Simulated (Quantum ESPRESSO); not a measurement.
# Nb (Im-3m) in Quantum ESPRESSO: notebook

One crystal, Nb, is run at these levels: LDA; tasks: single point, equation of state.

Everything below comes from runs of Quantum ESPRESSO 7.5. Logs are shortened: lines on timing, memory, paths and dates and some standing lists are left out, and cuts for length are marked.

**1. The structure**

Symmetry: Im-3m, No. 229, cubic system. Conventional cell: a = 3.328 Å, b = 3.328 Å, c = 3.328 Å, α = 90.00°, β = 90.00°, γ = 90.00°. Nb (site symmetry m-3m) is surrounded by 8 Nb at 2.88 Å.

**2. Single point, LDA, 17.32 Å³/atom**

pw.in

```
&CONTROL
  calculation = 'scf'
  prefix = 'pwscf'
  outdir = './tmp'
  pseudo_dir = './pseudo'
  tstress = .true.
  disk_io = 'nowf'
/
&SYSTEM
  ibrav = 0
  nat = 1
  ntyp = 1
  ecutwfc = 45
  ecutrho = 360
  nbnd = 12
  occupations = 'smearing'
  smearing = 'fd'
  degauss = 0.00367493
/
&ELECTRONS
  conv_thr = 2d-10
  electron_maxstep = 120
  mixing_beta = 0.5
/
ATOMIC_SPECIES
Nb    92.9064 nb_lda_v1.uspp.F.UPF
CELL_PARAMETERS angstrom
  -1.6299823056    1.6299823056    1.6299823056
   1.6299823056   -1.6299823056    1.6299823056
   1.6299823056    1.6299823056   -1.6299823056
ATOMIC_POSITIONS crystal
Nb     0.0000000000    0.0000000000    0.0000000000
K_POINTS automatic
11 11 11 0 0 0
```

Potentials or basis: GBRV 1.5 LDA.

Started as:

```sh
OMP_NUM_THREADS=1 mpirun -n 2 pw.x -nk 2 -in pw.in > pw.out
```

pw.out:

```text
This program is part of the open-source Quantum ESPRESSO suite
     for quantum simulation of materials; please cite
[... 13 lines left out ...]
     --------------------
     sticks:   dense  smooth     PW     G-vecs:    dense   smooth      PW
     Sum         773     387    129                13571     4753     959

     Using Slab Decomposition

     bravais-lattice index     =            0
     lattice parameter (alat)  =       5.3351  a.u.
     unit-cell volume          =     116.8975 (a.u.)^3
     number of atoms/cell      =            1
     number of atomic types    =            1
     number of electrons       =        13.00
     number of Kohn-Sham states=           12
     kinetic-energy cutoff     =      45.0000  Ry
     charge density cutoff     =     360.0000  Ry
     scf convergence threshold =      2.0E-10
     mixing beta               =       0.5000
     number of iterations used =            8  plain     mixing
     Exchange-correlation= SLA  PZ   NOGX NOGC
                           (   1   1   0   0   0   0   0)

     celldm(1)=   5.335098  celldm(2)=   0.000000  celldm(3)=   0.000000
     celldm(4)=   0.000000  celldm(5)=   0.000000  celldm(6)=   0.000000

     crystal axes: (cart. coord. in units of alat)
               a(1) = (  -0.577350   0.577350   0.577350 )
               a(2) = (   0.577350  -0.577350   0.577350 )
               a(3) = (   0.577350   0.577350  -0.577350 )

     reciprocal axes: (cart. coord. in units 2 pi/alat)
               b(1) = ( -0.000000  0.866025  0.866025 )
               b(2) = (  0.866025 -0.000000  0.866025 )
               b(3) = (  0.866025  0.866025  0.000000 )

     PseudoPot. # 1 for Nb read from file:
     nb_lda_v1.uspp.F.UPF
     Pseudo is Ultrasoft + core correction, Zval = 13.0
     Generated by new atomic code, or converted to UPF format
     Using radial grid of  887 points,  6 beta functions with:
                l(1) =   0
                l(2) =   0
                l(3) =   1
                l(4) =   1
                l(5) =   2
                l(6) =   2
     Q(r) pseudized with  6 coefficients,  rinner =    1.000   1.000   1.000
                                                       1.000   1.000

     atomic species   valence    mass     pseudopotential
     Nb               13.00    92.90640     Nb( 1.00)

     48 Sym. Ops., with inversion, found

   Cartesian axes

     site n.     atom                  positions (alat units)
         1        Nb     tau(   1) = (   0.0000000   0.0000000   0.0000000  )

     number of k points=    56  Fermi-Dirac smearing, width (Ry)=  0.0037
                       cart. coord. in units 2pi/alat
        k(    1) = (   0.0000000   0.0000000   0.0000000), wk =   0.0015026
        k(    2) = (   0.0787296   0.0787296   0.0000000), wk =   0.0180316
        k(    3) = (   0.1574592   0.1574592   0.0000000), wk =   0.0180316
        k(    4) = (   0.2361887   0.2361887   0.0000000), wk =   0.0180316
        k(    5) = (   0.3149183   0.3149183   0.0000000), wk =   0.0180316
        k(    6) = (   0.3936479   0.3936479   0.0000000), wk =   0.0180316
[... 48 lines left out ...]
        k(   55) = (  -0.7872958  -0.0787296  -0.0787296), wk =   0.0120210
        k(   56) = (  -0.0000000  -0.0000000   0.7872958), wk =   0.0090158

     Dense  grid:    13571 G-vectors     FFT dimensions: (  36,  36,  36)

     Smooth grid:     4753 G-vectors     FFT dimensions: (  24,  24,  24)

     Initial potential from superposition of free atoms

     starting charge      12.9978, renormalised to      13.0000
     Starting wfcs are   13 randomized atomic wfcs

     Self-consistent Calculation

     iteration #  1     ecut=    45.00 Ry     beta= 0.50
     Davidson diagonalization with overlap
     ethr =  1.00E-02,  avg # of iterations =  4.4

     Threshold (ethr) on eigenvalues was too large:
     Diagonalizing with lowered threshold

     Davidson diagonalization with overlap
     ethr =  6.39E-04,  avg # of iterations =  1.1

     total energy              =    -118.08126202 Ry
     estimated scf accuracy    <       0.08340372 Ry

     iteration #  2     ecut=    45.00 Ry     beta= 0.50
     Davidson diagonalization with overlap
     ethr =  6.42E-04,  avg # of iterations =  2.0

     total energy              =    -118.09203217 Ry
     estimated scf accuracy    <       0.00318485 Ry

     iteration #  3     ecut=    45.00 Ry     beta= 0.50
     Davidson diagonalization with overlap
     ethr =  2.45E-05,  avg # of iterations =  2.6

     total energy              =    -118.09231675 Ry
     estimated scf accuracy    <       0.00033023 Ry

     iteration #  4     ecut=    45.00 Ry     beta= 0.50
     Davidson diagonalization with overlap
     ethr =  2.54E-06,  avg # of iterations =  2.1

     total energy              =    -118.09233306 Ry
     estimated scf accuracy    <       0.00000681 Ry

     iteration #  5     ecut=    45.00 Ry     beta= 0.50
     Davidson diagonalization with overlap
     ethr =  5.24E-08,  avg # of iterations =  2.1

     total energy              =    -118.09233557 Ry
     estimated scf accuracy    <       0.00000089 Ry

     iteration #  6     ecut=    45.00 Ry     beta= 0.50
     Davidson diagonalization with overlap
     ethr =  6.83E-09,  avg # of iterations =  1.8

     total energy              =    -118.09233568 Ry
     estimated scf accuracy    <       0.00000002 Ry

     iteration #  7     ecut=    45.00 Ry     beta= 0.50
     Davidson diagonalization with overlap
     ethr =  1.28E-10,  avg # of iterations =  2.0

     total energy              =    -118.09233569 Ry
     estimated scf accuracy    <          3.0E-10 Ry

     iteration #  8     ecut=    45.00 Ry     beta= 0.50
     Davidson diagonalization with overlap
     ethr =  2.34E-12,  avg # of iterations =  2.6

     End of self-consistent calculation

          k = 0.0000 0.0000 0.0000 (   603 PWs)   bands (ev):

   -35.6635 -10.9248 -10.9248 -10.9248  12.5238  18.8463  18.8463  18.8463
    21.8809  21.8809  32.8291  32.8291

          k = 0.0787 0.0787 0.0000 (   603 PWs)   bands (ev):

   -35.6409 -11.0576 -10.9648 -10.9260  12.8763  18.6291  18.7867  19.1902
    21.5691  21.8825  33.1145  33.4401

          k = 0.1575 0.1575 0.0000 (   601 PWs)   bands (ev):

   -35.5800 -11.4042 -11.0708 -10.9294  13.7823  18.1016  18.5221  20.1871
    21.2436  21.9300  33.5039  35.0313

          k = 0.2362 0.2362 0.0000 (   595 PWs)   bands (ev):

   -35.4990 -11.8387 -11.2066 -10.9340  14.6659  17.5020  18.4707  21.4328
    21.7219  22.0941  32.7925  34.6352

          k = 0.3149 0.3149 0.0000 (   590 PWs)   bands (ev):

   -35.4235 -12.2210 -11.3286 -10.9383  14.8167  17.0174  19.4617  21.8328
    22.3703  23.5382  31.3751  32.8181

          k = 0.3936 0.3936 0.0000 (   596 PWs)   bands (ev):

   -35.3781 -12.4417 -11.3999 -10.9409  14.6487  16.7528  20.7768  21.9771
    22.6139  25.0071  30.4026  31.3933

          k = 0.1575 0.0787 0.0787 (   599 PWs)   bands (ev):

   -35.5992 -11.2955 -11.0102 -10.9579  13.5182  18.3543  18.4633  19.9286
    21.1620  22.0050  33.6215  34.4201

          k = 0.2362 0.1575 0.0787 (   601 PWs)   bands (ev):

   -35.5282 -11.6658 -11.1390 -10.9742  14.5124  17.8018  18.1227  21.0144
    21.3023  22.2323  33.7175  34.9316

          k = 0.3149 0.2362 0.0787 (   597 PWs)   bands (ev):

   -35.4498 -12.0474 -11.2915 -10.9821  15.0893  17.2656  18.4579  21.3710
    22.4665  23.0818  32.3277  33.8106

          k = 0.3936 0.3149 0.0787 (   597 PWs)   bands (ev):

   -35.3892 -12.3284 -11.4074 -10.9874  14.9825  16.9142  19.6056  21.7897
    22.7471  24.8630  31.1097  31.9252

          k = 0.4724 0.3936 0.0787 (   598 PWs)   bands (ev):

   -35.3664 -12.4311 -11.4502 -10.9894  14.8673  16.7921  20.2899  21.8213
    23.0118  25.7233  30.6431  31.0011

          k = 0.3149 0.1575 0.1575 (   597 PWs)   bands (ev):

   -35.4596 -11.9527 -11.2751 -11.0340  15.3940  17.4165  17.8088  21.0192
    22.5549  23.0816  33.1059  34.4264

          k = 0.3936 0.2362 0.1575 (   596 PWs)   bands (ev):

   -35.3958 -12.1797 -11.4574 -11.0610  15.6817  17.0918  18.2994  21.3938
    22.7444  25.1147  31.6576  33.2664

          k = 0.4724 0.3149 0.1575 (   598 PWs)   bands (ev):

   -35.3576 -12.3015 -11.5811 -11.0715  15.5316  16.9719  19.0181  21.7189
    22.9765  26.7999  30.2949  31.9359

          k = 0.4724 0.2362 0.2362 (   590 PWs)   bands (ev):

   -35.3543 -12.1903 -11.6945 -11.1036  16.0598  17.0939  18.2330  21.7518
    22.7525  27.3552  30.1585  32.3464

          k = 0.5511 0.3149 0.2362 (   592 PWs)   bands (ev):

   -35.3388 -12.1419 -11.8397 -11.1155  16.1027  17.2542  18.1472  22.0638
    22.7221  28.8651  29.2339  31.1822

          k = 0.1575 0.1575 0.1575 (   612 PWs)   bands (ev):

   -35.5459 -11.6105 -11.0228 -11.0228  14.3510  17.8550  17.8550  21.3102
    21.6742  21.6742  34.1906  34.9112

          k = 0.2362 0.2362 0.1575 (   605 PWs)   bands (ev):

   -35.4754 -11.9340 -11.1873 -11.0393  15.3329  17.3077  17.6064  21.6826
    22.1084  23.1141  33.5682  34.3599

          k = 0.3149 0.3149 0.1575 (   596 PWs)   bands (ev):

   -35.4098 -12.1922 -11.3688 -11.0546  15.5348  16.9216  18.4808  21.9455
    22.4474  25.0488  32.0841  32.3478

          k = 0.3936 0.3936 0.1575 (   591 PWs)   bands (ev):

   -35.3704 -12.3339 -11.4846 -11.0637  15.3441  16.7247  19.7038  22.1376
    22.6629  26.4699  30.5284  31.1585

          k =-0.0000-0.0000 0.1575 (   591 PWs)   bands (ev):

   -35.6189 -11.1046 -11.0055 -11.0055  13.2177  18.7946  18.7946  19.1655
    20.8628  22.2405  33.8470  34.0239

          k = 0.3149 0.2362 0.2362 (   603 PWs)   bands (ev):

   -35.4175 -12.1209 -11.3226 -11.1352  16.1513  17.0768  17.4040  21.9224
    22.4472  25.1980  32.5919  33.4857
[... 98 lines left out ...]
   -35.3607 -12.1168 -11.4967 -11.2691  15.8098  17.4150  18.3907  20.3370
    23.1741  24.0146  32.3368  35.0414

          k = 0.0787-0.0787 0.4724 (   594 PWs)   bands (ev):

   -35.3613 -11.9932 -11.5429 -11.3412  16.2224  16.8284  18.9780  20.0900
    22.3830  23.9872  32.8504  35.8607

          k =-0.0000-0.2362 0.5511 (   593 PWs)   bands (ev):

   -35.3193 -12.3059 -11.5716 -11.2602  15.5147  17.7425  18.1717  20.3159
    24.7277  25.5245  30.9477  34.2449

          k = 0.0787-0.1575 0.5511 (   592 PWs)   bands (ev):

   -35.3085 -12.1693 -11.6903 -11.3410  16.0116  16.8016  18.5998  20.7069
    23.4154  25.8799  31.5631  33.8737

          k =-0.7873-0.2362-0.2362 (   594 PWs)   bands (ev):

   -35.2887 -12.2376 -11.7448 -11.3370  15.7923  17.0213  18.3268  20.8129
    24.1754  27.4569  30.0564  32.6849

          k =-0.7086-0.1575-0.2362 (   593 PWs)   bands (ev):

   -35.2773 -12.1250 -11.9177 -11.3451  16.2079  16.4615  18.1286  21.9641
    23.1853  28.4353  30.0236  31.5914

          k =-0.0000-0.0000 0.4724 (   595 PWs)   bands (ev):

   -35.3625 -11.8291 -11.5182 -11.5182  16.2236  16.8350  19.7794  19.7794
    21.4892  23.6310  33.5854  36.6736

          k =-0.0000-0.0787 0.5511 (   598 PWs)   bands (ev):

   -35.3000 -12.0207 -11.6523 -11.5668  16.0191  16.3294  19.9311  20.3971
    22.9127  24.5323  33.2645  34.5595

          k =-0.0000-0.1575 0.6298 (   595 PWs)   bands (ev):

   -35.2626 -12.1733 -11.7305 -11.5525  15.5843  16.2918  19.8233  20.5359
    24.4764  26.5333  30.6853  32.6313

          k = 0.0787-0.0787 0.6298 (   597 PWs)   bands (ev):

   -35.2529 -12.0795 -11.8260 -11.6023  15.6037  15.9221  19.9729  21.6011
    23.5441  26.2876  31.4498  32.3346

          k =-0.7873-0.1575-0.1575 (   602 PWs)   bands (ev):

   -35.2352 -12.1015 -11.9086 -11.5958  15.4611  15.7424  19.8649  22.1467
    24.0051  28.3332  29.5404  30.9308

          k =-0.0000-0.0000 0.6298 (   606 PWs)   bands (ev):

   -35.2438 -11.9702 -11.7914 -11.7914  15.3924  15.7202  21.4651  21.4651
    23.0730  25.2123  32.5254  32.5254

          k =-0.0000-0.0787 0.7086 (   606 PWs)   bands (ev):

   -35.2100 -12.0487 -11.8724 -11.8116  15.0423  15.2648  21.8818  22.1196
    24.2622  26.9642  30.0275  30.6745

          k =-0.7873-0.0787-0.0787 (   607 PWs)   bands (ev):

   -35.1940 -11.9952 -11.9952 -11.8241  14.9243  14.9243  22.0085  23.8293
    23.8293  28.6817  28.6817  29.1081

          k =-0.0000-0.0000 0.7873 (   598 PWs)   bands (ev):

   -35.1785 -11.9798 -11.9550 -11.9550  14.6428  14.7072  23.7602  23.7602
    24.2394  27.4616  28.7512  28.7512

     the Fermi energy is    18.4743 ev

!    total energy              =    -118.09233569 Ry
     estimated scf accuracy    <          7.1E-11 Ry
     smearing contrib. (-TS)   =      -0.00116796 Ry
     internal energy E=F+TS    =    -118.09116773 Ry

     The total energy is F=E-TS. E is the sum of the following terms:
     one-electron contribution =     -14.33665122 Ry
     hartree contribution      =      14.45469638 Ry
     xc contribution           =     -18.37374271 Ry
     ewald contribution        =     -99.83547018 Ry

     convergence has been achieved in   8 iterations

     Computing stress (Cartesian axis) and pressure

          total   stress  (Ry/bohr**3)                   (kbar)     P=      -17.95
  -0.00012202  -0.00000000  -0.00000000          -17.95       -0.00       -0.00
  -0.00000000  -0.00012202  -0.00000000           -0.00      -17.95       -0.00
  -0.00000000  -0.00000000  -0.00012202           -0.00       -0.00      -17.95

=------------------------------------------------------------------------------=
   JOB DONE.
=------------------------------------------------------------------------------=
```

It took 3 s on 2 MPI ranks of Intel Xeon 6975P-C (Granite Rapids), shared host; peak memory 0.14 GiB.

What came out:

```
Free energy            : -1606.7281 eV
Pressure               : -1.8 GPa
Band gap on the k mesh : none (metal or under the smearing width)
```

**3. Single point, LDA, 17.69 Å³/atom**

Changes to pw.in since step 2:

```diff
@@ -27,5 +27,5 @@
 CELL_PARAMETERS angstrom
-  -1.6299823056    1.6299823056    1.6299823056
-   1.6299823056   -1.6299823056    1.6299823056
-   1.6299823056    1.6299823056   -1.6299823056
+  -1.6414614324    1.6414614324    1.6414614324
+   1.6414614324   -1.6414614324    1.6414614324
+   1.6414614324    1.6414614324   -1.6414614324
 ATOMIC_POSITIONS crystal
```

Potentials or basis: GBRV 1.5 LDA.

Started as:

```sh
OMP_NUM_THREADS=1 mpirun -n 2 pw.x -nk 2 -in pw.in > pw.out
```

It took 3 s on 2 MPI ranks of Intel Xeon 6975P-C (Granite Rapids), shared host; peak memory 0.14 GiB.

It converged, with:

| Item | Value |
| --- | --- |
| Free energy | -1606.7204 eV |
| Pressure | -5.5 GPa |
| Band gap on the k mesh | none (metal or under the smearing width) |

**4. Single point, LDA, 18.06 Å³/atom**

Changes to pw.in since step 3:

```diff
@@ -27,5 +27,5 @@
 CELL_PARAMETERS angstrom
-  -1.6414614324    1.6414614324    1.6414614324
-   1.6414614324   -1.6414614324    1.6414614324
-   1.6414614324    1.6414614324   -1.6414614324
+  -1.6527822138    1.6527822138    1.6527822138
+   1.6527822138   -1.6527822138    1.6527822138
+   1.6527822138    1.6527822138   -1.6527822138
 ATOMIC_POSITIONS crystal
```

Started as:

```sh
OMP_NUM_THREADS=1 mpirun -n 2 pw.x -nk 2 -in pw.in > pw.out
```

It took 3 s on 2 MPI ranks of Intel Xeon 6975P-C (Granite Rapids), shared host; peak memory 0.14 GiB.

It converged, with:

* Free energy: -1606.7046 eV
* Pressure: -8.8 GPa
* Band gap on the k mesh: none (metal or under the smearing width)

**5. Single point, LDA, 18.43 Å³/atom**

Changes to pw.in since step 4:

```diff
@@ -27,5 +27,5 @@
 CELL_PARAMETERS angstrom
-  -1.6527822138    1.6527822138    1.6527822138
-   1.6527822138   -1.6527822138    1.6527822138
-   1.6527822138    1.6527822138   -1.6527822138
+  -1.6639500000    1.6639500000    1.6639500000
+   1.6639500000   -1.6639500000    1.6639500000
+   1.6639500000    1.6639500000   -1.6639500000
 ATOMIC_POSITIONS crystal
```

Started as:

```sh
OMP_NUM_THREADS=1 mpirun -n 2 pw.x -nk 2 -in pw.in > pw.out
```

Wall time 3 s (2 MPI ranks of Intel Xeon 6975P-C (Granite Rapids), shared host); peak memory 0.14 GiB.

Results (log left out):

```yaml
Free_energy: -1606.6815 eV
Pressure: -11.9 GPa
Band_gap_on_the_k_mesh: none (metal or under the smearing width)
```

**6. Single point, LDA, 18.80 Å³/atom**

Changes to pw.in since step 5:

```diff
@@ -27,5 +27,5 @@
 CELL_PARAMETERS angstrom
-  -1.6639500000    1.6639500000    1.6639500000
-   1.6639500000   -1.6639500000    1.6639500000
-   1.6639500000    1.6639500000   -1.6639500000
+  -1.6749698576    1.6749698576    1.6749698576
+   1.6749698576   -1.6749698576    1.6749698576
+   1.6749698576    1.6749698576   -1.6749698576
 ATOMIC_POSITIONS crystal
```

Potentials or basis: GBRV 1.5 LDA.

Started as:

```sh
OMP_NUM_THREADS=1 mpirun -n 2 pw.x -nk 2 -in pw.in > pw.out
```

Wall time 3 s (2 MPI ranks of Intel Xeon 6975P-C (Granite Rapids), shared host); peak memory 0.14 GiB.

The run converged. Its results:

- Free energy: -1606.6514 eV
- Pressure: -14.8 GPa
- Band gap on the k mesh: none (metal or under the smearing width)

**7. Single point, LDA, 19.17 Å³/atom**

Changes to pw.in since step 6:

```diff
@@ -27,5 +27,5 @@
 CELL_PARAMETERS angstrom
-  -1.6749698576    1.6749698576    1.6749698576
-   1.6749698576   -1.6749698576    1.6749698576
-   1.6749698576    1.6749698576   -1.6749698576
+  -1.6858465900    1.6858465900    1.6858465900
+   1.6858465900   -1.6858465900    1.6858465900
+   1.6858465900    1.6858465900   -1.6858465900
 ATOMIC_POSITIONS crystal
```

Started as:

```sh
OMP_NUM_THREADS=1 mpirun -n 2 pw.x -nk 2 -in pw.in > pw.out
```

Run time: 3.1 s. Hardware: 2 MPI ranks of Intel Xeon 6975P-C (Granite Rapids), shared host; peak memory 0.16 GiB.

Results (log left out):

| Quantity | Value |
| --- | --- |
| Free energy | -1606.6151 eV |
| Pressure | -17.3 GPa |
| Band gap on the k mesh | none (metal or under the smearing width) |

**8. Single point, LDA, 19.53 Å³/atom**

Changes to pw.in since step 7:

```diff
@@ -27,5 +27,5 @@
 CELL_PARAMETERS angstrom
-  -1.6858465900    1.6858465900    1.6858465900
-   1.6858465900   -1.6858465900    1.6858465900
-   1.6858465900    1.6858465900   -1.6858465900
+  -1.6965847559    1.6965847559    1.6965847559
+   1.6965847559   -1.6965847559    1.6965847559
+   1.6965847559    1.6965847559   -1.6965847559
 ATOMIC_POSITIONS crystal
```

Started as:

```sh
OMP_NUM_THREADS=1 mpirun -n 2 pw.x -nk 2 -in pw.in > pw.out
```

Run time: 3.1 s. Hardware: 2 MPI ranks of Intel Xeon 6975P-C (Granite Rapids), shared host; peak memory 0.14 GiB.

It converged, with:

```yaml
Free_energy: -1606.5732 eV
Pressure: -19.6 GPa
Band_gap_on_the_k_mesh: none (metal or under the smearing width)
```

**9. Equation of state, LDA**

Potentials or basis: GBRV 1.5 LDA.

No new run: the results of the series are fitted here.

What came out:

```yaml
Equilibrium_volume: "17.18 Å³/atom (rough: see the caveat)"
Bulk_modulus: 185 GPa (rough)
```

Energy against volume, from the lowest point:
```tsv
volume (Å³/atom)	energy (meV/atom)
17.322	0.00
17.691	7.69
18.060	23.47
18.428	46.63
18.797	76.66
19.165	112.95
19.534	154.86
```

Caveat: the minimum lies outside the volumes run.
